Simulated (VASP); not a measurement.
# Ca (Pm-3m) in VASP: reference runs

Reference runs on Ca: the cell as given and a disturbed copy.

Program: VASP 6.6.1. These are calculated values, not measurements. Logs are shortened: lines on timing, memory, paths and dates and some standing lists are left out, and cuts for length are marked.

### Step 1. Starting point

It takes space group Pm-3m (No. 221, cubic). The conventional cell has a = 3.489 Å, b = 3.489 Å, c = 3.489 Å, α = 90.00°, β = 90.00°, γ = 90.00°. Around Ca (site symmetry m-3m) lie 6 Ca at 3.49 Å.

This isn't the form of Ca at room conditions, which is fcc.

### Step 2. Single point, PBE

File INCAR:

```
SYSTEM = Ca
PREC = Accurate
ENCUT = 520
EDIFF = 1E-7
ISMEAR = -1
SIGMA = 0.05
LREAL = .False.
LASPH = .True.
NELM = 60
ALGO = Normal
ISIF = 2
LWAVE = .False.
LCHARG = .True.
GGA = PE
LELF = .True.
LVHAR = .True.
NBANDS = 11
```

File KPOINTS:

```
Automatic mesh
0
Gamma
  8 8 8
  0 0 0
```

File POSCAR:

```
Ca
1.0
    3.4886563400      0.0000000000      0.0000000000
    0.0000000000      3.4886563400      0.0000000000
    0.0000000000      0.0000000000      3.4886563400
Ca
1
Direct
    0.0000000000      0.0000000000      0.0000000000
```

Potentials or basis: VASP PAW PBE potentials, release 64 (Ca_sv).

Launch:

```console
> cat potpaw_PBE.64/Ca_sv/POTCAR > POTCAR
> mpirun -np 1 vasp_std > vasp.out
```

OUTCAR:

```text
SYSTEM = Ca
   PREC = Accurate
   ENCUT = 520
   EDIFF = 1E-7
   ISMEAR = -1
   LREAL = .False.
   LASPH = .True.
   NELM = 60
   ISIF = 2
   GGA = PE

 ion  position               nearest neighbor table
   1  0.000  0.000  0.000-

  LATTYP: Found a simple cubic cell.
 ALAT       =     3.4886563400

  Lattice vectors:

 A1 = (   3.4886563400,   0.0000000000,   0.0000000000)
 A2 = (   0.0000000000,   3.4886563400,   0.0000000000)
 A3 = (   0.0000000000,   0.0000000000,   3.4886563400)

Analysis of symmetry for initial positions (statically):
=====================================================================
 Subroutine PRICEL returns:
 Original cell was already a primitive cell.

 Routine SETGRP: Setting up the symmetry group for a
 simple cubic supercell.

 Subroutine GETGRP returns: Found 48 space group operations
 (whereof 48 operations were pure point group operations)
 out of a pool of 48 trial point group operations.

The static configuration has the point symmetry O_h .

Analysis of symmetry for dynamics (positions and initial velocities):
=====================================================================
 Subroutine PRICEL returns:
 Original cell was already a primitive cell.

 Routine SETGRP: Setting up the symmetry group for a
 simple cubic supercell.

 Subroutine GETGRP returns: Found 48 space group operations
 (whereof 48 operations were pure point group operations)
 out of a pool of 48 trial point group operations.

The dynamic configuration has the point symmetry O_h .

 Subroutine INISYM returns: Found 48 space group operations
 (whereof 48 operations are pure point group operations),
 and found     1 'primitive' translations

----------------------------------------------------------------------------------------

                                     Primitive cell

  volume of cell :      42.4595

  direct lattice vectors                    reciprocal lattice vectors
     3.488656340  0.000000000  0.000000000     0.286643310  0.000000000  0.000000000
     0.000000000  3.488656340  0.000000000     0.000000000  0.286643310  0.000000000
     0.000000000  0.000000000  3.488656340     0.000000000  0.000000000  0.286643310

  length of vectors
     3.488656340  3.488656340  3.488656340     0.286643310  0.286643310  0.286643310

  position of ions in fractional coordinates (direct lattice)
     0.000000000  0.000000000  0.000000000

  ion indices of the primitive-cell ions
   primitive index   ion index
                 1           1

----------------------------------------------------------------------------------------

 KPOINTS: Automatic mesh

Automatic generation of k-mesh.
 Grid dimensions read from file:
 generate k-points for:    8    8    8

 Generating k-lattice:

  Cartesian coordinates                     Fractional coordinates (reciprocal lattice)
     0.035830414  0.000000000  0.000000000     0.125000000  0.000000000  0.000000000
     0.000000000  0.035830414  0.000000000     0.000000000  0.125000000  0.000000000
     0.000000000  0.000000000  0.035830414     0.000000000  0.000000000  0.125000000

  Length of vectors
     0.035830414  0.035830414  0.035830414

  Shift w.r.t. Gamma in fractional coordinates (k-lattice)
     0.000000000  0.000000000  0.000000000

 Subroutine IBZKPT returns following result:
 ===========================================

 Found     35 irreducible k-points:

 Following reciprocal coordinates:
            Coordinates               Weight
  0.000000  0.000000  0.000000      1.000000
  0.125000  0.000000  0.000000      6.000000
  0.250000  0.000000  0.000000      6.000000
  0.375000  0.000000  0.000000      6.000000
  0.500000  0.000000  0.000000      3.000000
  0.125000  0.125000  0.000000     12.000000
[... 16 lines left out ...]
  0.375000  0.375000  0.125000     24.000000
  0.500000  0.375000  0.125000     24.000000
 [... further k-points ...]
   k-points           NKPTS =     35   k-points in BZ     NKDIM =     35   number of bands    NBANDS=     11
   number of dos      NEDOS =    301   number of ions     NIONS =      1
   total plane-waves  NPLWV =  21952
   dimension x,y,z NGX =    28 NGY =   28 NGZ =   28
   dimension x,y,z NGXF=    56 NGYF=   56 NGZF=   56
   ions per type =               1
   NGX,Y,Z   is equivalent  to a cutoff of  13.34, 13.34, 13.34 a.u.
   NGXF,Y,Z  is equivalent  to a cutoff of  26.69, 26.69, 26.69 a.u.
 SYSTEM =  Ca
   PREC   = accura    normal or accurate (medium, high low for compatibility)
   ISTART =      0    job   : 0-new  1-cont  2-samecut
   ICHARG =      2    charge: 1-file 2-atom 10-const
   ISPIN  =      1    spin polarized calculation?
   LNONCOLLINEAR =      F non collinear calculations
   LSORBIT =      F    spin-orbit coupling
   LASPH  =      T    aspherical Exc in radial PAW
   ENCUT  =  520.0 eV  38.22 Ry    6.18 a.u.   6.49  6.49  6.49*2*pi/ulx,y,z
   NELM   =     60;   NELMIN=  2; NELMDL= -5     # of ELM steps
   EDIFF  = 0.1E-06   stopping-criterion for ELM
   LREAL  =      F    real-space projection
   EDIFFG = 0.1E-05   stopping-criterion for IOM
   NSW    =      0    number of steps for IOM
   IBRION =     -1    ionic relax: 0-MD 1-quasi-New 2-CG
   NFREE  =      0    steps in history (QN), initial steepest desc. (CG)
   ISIF   =      2    stress and relaxation
   ISYM   =      2    0-nonsym 1-usesym 2-fastsym
   POTIM  = 0.5000    time-step for ionic-motion
   TEBEG  =    0.0;   TEEND  =   0.0 temperature during run
   PSTRESS=    0.0 pullay stress
   NELECT =      10.0000    total number of electrons
   NUPDOWN=      -1.0000    fix difference up-down
   EMIN   =  10.00;   EMAX   =-10.00  energy-range for DOS
   EFERMI =   0.00;   METHOD = LEGACY
   ISMEAR =    -1;   SIGMA  =   0.05  broadening in eV -4-tet -1-fermi 0-gaus
   EFERMI_NEDOS =   21; number of points for ismear=-14 and -15
   IALGO  =     38    algorithm
   IMIX   =      4    mixing-type and parameters
     AMIX     =   0.40;   BMIX     =  1.00
     AMIX_MAG =   1.60;   BMIX_MAG =  1.00
  volume/ion in A,a.u.               =      42.46       286.53
  Fermi-wavevector in a.u.,A,eV,Ry     =   1.010997  1.910508 13.906725  1.022115
  Thomas-Fermi vector in A             =   2.144020
   LORBIT       =      0    0 simple, 1 ext, 2 COOP (PROOUT), +10 PAW based schemes
   GGA     = PE    functional components
   LHFCALC =     F    Hartree Fock is set to
   AEXX    =    0.0000 exact exchange contribution
   IVDW    =     0    specifies the selected vdW correction
   LEPSILON=     F    determine dielectric tensor
   LRPA    =     F    only Hartree local field effects (RPA)
 non-spin polarized calculation
  energy-cutoff  :      520.00
  volume of cell :       42.46
 maximum number of plane-waves:      1189
 NGX is ok and might be reduce to    28
   NGX = 13   NGY = 13   NGZ = 13

 number of electron      10.0000000 magnetization

 number of electron       9.9999999 magnetization

 Free energy of the ion-electron system (eV)
  ---------------------------------------------------
  ext. energy  EPLUGINS =         0.00000000
  ---------------------------------------------------
  free energy    TOTEN  =        -1.54392944 eV

  energy without entropy =       -1.53576966  energy(sigma->0) =       -1.53984955

 E-fermi :   1.8042     XC(G=0):  -7.6945

 val. band max:        1.6798345732   @ k =   0.5000   0.2500   0.2500
 cond. band min:       1.8072654976   @ k =   0.5000   0.2500   0.1250
 fundamental gap:      0.1274309243
 Fermi energy:         1.8041980079

 k-point     1 :       0.0000    0.0000    0.0000
  band No.  band energies     occupation
      1     -40.3447      2.00000
      2     -21.2291      2.00000
      3     -21.2291      2.00000
      4     -21.2291      2.00000
      5      -2.0249      2.00000
      6       2.6677      0.00000
      7       2.6677      0.00000
      8       5.9784      0.00000
      9       5.9784      0.00000
     10       5.9784      0.00000
     11      10.5503      0.00000

 k-point     2 :       0.1250    0.0000    0.0000
  band No.  band energies     occupation
      1     -40.3418      2.00000
      2     -21.2624      2.00000
      3     -21.2262      2.00000
      4     -21.2262      2.00000
      5      -1.8021      2.00000
      6       2.7312      0.00000
      7       2.7350      0.00000
      8       5.7406      0.00000
      9       5.7406      0.00000
     10       5.9947      0.00000
     11       9.3232      0.00000

 k-point     3 :       0.2500    0.0000    0.0000
  band No.  band energies     occupation
      1     -40.3348      2.00000
      2     -21.3421      2.00000
      3     -21.2194      2.00000
      4     -21.2194      2.00000
      5      -1.1670      2.00000
      6       2.7172      0.00000
      7       2.9065      0.00000
      8       5.2658      0.00000
      9       5.2658      0.00000
     10       6.0344      0.00000
     11       7.8201      0.00000

 k-point     4 :       0.3750    0.0000    0.0000
  band No.  band energies     occupation
      1     -40.3279      2.00000
      2     -21.4205      2.00000
      3     -21.2126      2.00000
      4     -21.2126      2.00000
      5      -0.2147      2.00000
      6       2.1601      0.00162
      7       3.0931      0.00000
      8       4.8771      0.00000
      9       4.8771      0.00000
     10       6.0747      0.00000
     11       7.1984      0.00000
[... 239 lines left out ...]
 k-point    22 :       0.5000    0.2500    0.1250
  band No.  band energies     occupation
      1     -40.3126      2.00000
      2     -21.4341      2.00000
      3     -21.3146      2.00000
      4     -21.2319      2.00000
      5       1.4940      1.99596
      6       1.8073      0.96933
      7       3.7518      0.00000
      8       3.9708      0.00000
      9       5.2679      0.00000
     10       5.3192      0.00000
     11       7.1550      0.00000

 k-point    23 :       0.3750    0.3750    0.1250
  band No.  band energies     occupation
      1     -40.3087      2.00000
      2     -21.3946      2.00000
      3     -21.3918      2.00000
      4     -21.2278      2.00000
      5       1.2454      1.99997
      6       2.6789      0.00000
      7       3.6704      0.00000
      8       4.1156      0.00000
      9       5.1509      0.00000
     10       5.1913      0.00000
     11       7.4715      0.00000

 k-point    24 :       0.5000    0.3750    0.1250
  band No.  band energies     occupation
      1     -40.3059      2.00000
      2     -21.4240      2.00000
      3     -21.3892      2.00000
      4     -21.2249      2.00000
      5       1.5543      1.98659
      6       2.6134      0.00000
      7       3.7816      0.00000
      8       3.9340      0.00000
      9       5.2184      0.00000
     10       5.5257      0.00000
     11       6.9935      0.00000

 [... further k-points ...]
[... 5 lines left out ...]
  --------------------------------------------------------------------------------------
  -------------------------------------------------------------------------------------
  Total        0.1098748      0.1098748      0.1098748      0.0000000      0.0000000     -0.0000000
  in kB        4.1460463      4.1460463      4.1460463      0.0000000      0.0000000     -0.0000000
  external PRESSURE =       4.1460463 kB  Pullay stress =       0.0000000 kB

 VOLUME and BASIS-vectors are now :
 -----------------------------------------------------------------------------
  energy-cutoff  :      520.00
  volume of cell :       42.46
      direct lattice vectors                 reciprocal lattice vectors
     3.488656340  0.000000000  0.000000000     0.286643310  0.000000000  0.000000000
     0.000000000  3.488656340  0.000000000     0.000000000  0.286643310  0.000000000
     0.000000000  0.000000000  3.488656340     0.000000000  0.000000000  0.286643310

 POSITION                                       TOTAL-FORCE (eV/Angst)
 -----------------------------------------------------------------------------------
      0.00000      0.00000      0.00000         0.000000      0.000000      0.000000
 -----------------------------------------------------------------------------------
    total drift:                               -0.000000      0.000000     -0.000000

  FREE ENERGIE OF THE ION-ELECTRON SYSTEM (eV)
  ---------------------------------------------------
  free  energy   TOTEN  =        -1.5439294362 eV

  energy  without entropy=       -1.5357696558  energy(sigma->0) =       -1.53984955
```

Run time: 14 s. Hardware: 1 thread of AMD EPYC 7R43 (Zen 3), shared host; peak memory 0.11 GiB.

What came out:

```
Free energy            : -1.5439 eV
Pressure               : 0.4 GPa
Band gap on the k mesh : none (metal or under the smearing width)
```

Levels at points of the mesh, in eV from the Fermi level:
```tsv
k point	band 3	band 4	band 5	band 6	band 7	band 8
(0.00, 0.00, 0.00)	-23.03	-23.03	-3.83	0.86	0.86	4.17
(0.50, 0.00, 0.00)	-23.01	-23.01	-1.14	-0.45	1.37	2.93
(0.50, 0.50, 0.00)	-23.23	-23.00	-0.36	0.97	2.44	2.44
(0.50, 0.50, 0.50)	-23.20	-23.20	0.71	0.71	0.71	4.94
```

### Step 3. Single point, PBE (cell strained at random at fixed volume)

File INCAR:

```
ALGO     = Normal         # electronic algorithm
EDIFF    = 1E-7           # SCF threshold, eV
ENCUT    = 520            # plane-wave cutoff, eV
GGA      = PE             # functional
ISIF     = 2              # what is computed and relaxed
ISMEAR   = -1             # smearing method
LASPH    = True           # aspherical terms in the spheres
LCHARG   = True           # write CHGCAR
LELF     = True           # ELF
LREAL    = False          # projectors in reciprocal space
LVHAR    = True         
LWAVE    = False          # write WAVECAR
NBANDS   = 11             # bands
NELM     = 80             # most SCF steps
PREC     = Accurate       # precision mode
SIGMA    = 0.05           # smearing width, eV
```

File KPOINTS:

```
k-points
0
Gamma
  8 8 8
```

File POSCAR:

```
Ca
1.0
    3.4389620000      0.0041850000     -0.0257830000
    0.0041850000      3.5312740000     -0.0624860000
   -0.0257830000     -0.0624860000      3.4976600000
Ca
1
Direct
    0.0071320000     -0.0148040000      0.0116610000
```

Potentials or basis: VASP PAW PBE potentials, release 64 (Ca_sv).

Launch:

```console
> cat potpaw_PBE.64/Ca_sv/POTCAR > POTCAR
> mpirun -np 1 vasp_std > vasp.out
```

Wall time 85 s (1 thread of AMD EPYC 7R43 (Zen 3), shared host); peak memory 0.2 GiB.

Results (log left out):

| Item | Value |
| --- | --- |
| Free energy | -1.5429 eV |
| Pressure | 0.4 GPa |
| Band gap on the k mesh | none (metal or under the smearing width) |

Stress tensor (GPa, compression positive):
```
 1.28  0.02 -0.13
 0.02 -0.27 -0.30
-0.13 -0.30  0.25
```

Levels at points of the mesh, in eV from the Fermi level:
```tsv
k point	band 1	band 2	band 3	band 4	band 5	band 6	band 7	band 8	band 9	band 10
(0.00, 0.00, 0.00)	-42.15	-23.04	-23.03	-23.02	-3.83	0.86	0.87	4.12	4.18	4.22
(0.50, 0.00, 0.00)	-42.12	-23.27	-23.02	-23.01	-1.04	-0.38	1.43	2.81	2.88	4.25
(0.00, 0.50, 0.00)	-42.13	-23.24	-23.02	-23.00	-1.22	-0.51	1.33	2.96	3.06	4.31
(0.50, 0.50, 0.00)	-42.11	-23.25	-23.21	-22.99	-0.36	0.99	2.43	2.50	3.15	3.28
(0.00, 0.00, 0.50)	-42.13	-23.25	-23.02	-23.00	-1.16	-0.46	1.36	2.87	3.03	4.29
(0.50, 0.00, 0.50)	-42.10	-23.24	-23.22	-23.00	-0.37	1.05	2.43	2.63	3.11	3.21
(0.00, 0.50, 0.50)	-42.11	-23.23	-23.21	-22.98	-0.34	0.87	2.13	2.58	3.28	3.36
(0.50, 0.50, 0.50)	-42.09	-23.22	-23.20	-23.18	0.57	0.76	0.83	4.89	4.99	5.34
```
